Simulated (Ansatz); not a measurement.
## Cu2O — Cu-63 NMR of the central transition

Cell: an entry of the Crystallography Open Database (COD), atoms as given.

Space group Pn-3m:1 (No. 224); a = 4.2685 Å.

| site | Wyckoff | site symmetry | x | y | z |
| --- | --- | --- | --- | --- | --- |
| Cu | 4b | .-3m | 0.2500 | 0.2500 | 0.2500 |
| O | 2a | -43m | 0.0000 | 0.0000 | 0.0000 |

One atom of each set is listed.

All values are calculated (Ansatz; DFT, PBE, plane waves and PAW, scalar-relativistic, 420 eV cutoff, Γ-centred 7×7×7 k-points, Fermi–Dirac smearing 0.02 eV), not measured.

Cu-63 has I = 3/2 and Q = -220.0 mb (Pyykkö 2018); at 16.4 T its Larmor frequency is ν₀ = 185.3 MHz. Only the quadrupole interaction is simulated: positions count from each site's isotropic chemical shift, and shift anisotropy, dipolar and J coupling are left out.

(1) Simulate the second-order pattern (static powder, Gaussian broadening 10 kHz) of site Cu (2 O at 1.85 Å, angle 180°).

Answers

(1) The calculation gives C_Q = 27.6 MHz and η = 0.00, so ν_Q = 13.8 MHz and the centre of gravity lies at -556 ppm (-103 kHz).

| offset (kHz) | height |
| --- | --- |
| -376.6 | 0 |
| -357.2 | 6 |
| -337.7 | 100 |
| -318.3 | 56 |
| -298.8 | 42 |
| -279.3 | 35 |
| -259.9 | 31 |
| -240.4 | 28 |
| -221.0 | 26 |
| -201.5 | 25 |
| -182.1 | 24 |
| -162.6 | 23 |
| -143.2 | 23 |
| -123.7 | 22 |
| -104.3 | 21 |
| -84.8 | 22 |
| -65.4 | 21 |
| -45.9 | 21 |
| -26.5 | 21 |
| -7.0 | 21 |
| 12.4 | 16 |
| 31.9 | 17 |
| 51.3 | 18 |
| 70.8 | 19 |
| 90.2 | 20 |
| 109.7 | 22 |
| 129.1 | 25 |
| 148.6 | 29 |
| 168.0 | 39 |
| 187.5 | 71 |
| 206.9 | 4 |
| 226.4 | 0 |

An axis of threefold or higher order runs through Cu, so V_zz lies along it and η is zero.

Semilocal functionals underestimate gradients at Cu(I) with two or three neighbours, in Cu₂O by a fifth to nearly a half.
